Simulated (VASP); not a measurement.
Here is a VASP 6.6.1 calculation.

Contents of INCAR:

```
SYSTEM = GaN
ALGO = Normal
EDIFF = 1E-7
ENCUT = 520
GGA = PS
ISIF = 2
ISMEAR = 0
LASPH = .TRUE.
LCHARG = .TRUE.
LELF = .TRUE.
LREAL = .FALSE.
LVHAR = .TRUE.
LWAVE = .FALSE.
NBANDS = 16
NELM = 60
PREC = Accurate
SIGMA = 0.03
```

The input KPOINTS:

```
k-points
0
G
  16 16 16
  0 0 0
```

The input POSCAR:

```
GaN
1.0
    0.0000000000      2.1644884297      2.0779088925
    2.1644884297      0.0000000000      2.0779088925
    2.1644884297      2.1644884297      0.0000000000
Ga N
1 1
Direct
    0.0000000000      0.0000000000      0.0000000000
    0.5000000000      0.5000000000      0.5000000000
```

Potentials or basis: VASP PAW PBE potentials, release 64 (Ga_d, N).

The run is started by

```sh
$ cat potpaw_PBE.64/Ga_d/POTCAR potpaw_PBE.64/N/POTCAR > POTCAR
$ mpirun -np 1 vasp_std > vasp.out
```

What does it give for the band gap on the k mesh?

0.07 eV, indirect (least direct gap 2.26 eV).

Predict the pressure.

-6.7 GPa.

Stress tensor (GPa, compression positive):
```
-8.72  0.00  0.00
 0.00 -8.72  0.00
 0.00  0.00 -2.58
```

Caveat: the PAW data sets were made with another functional, which shifts forces and pressure a little. A k mesh can miss the band edges.
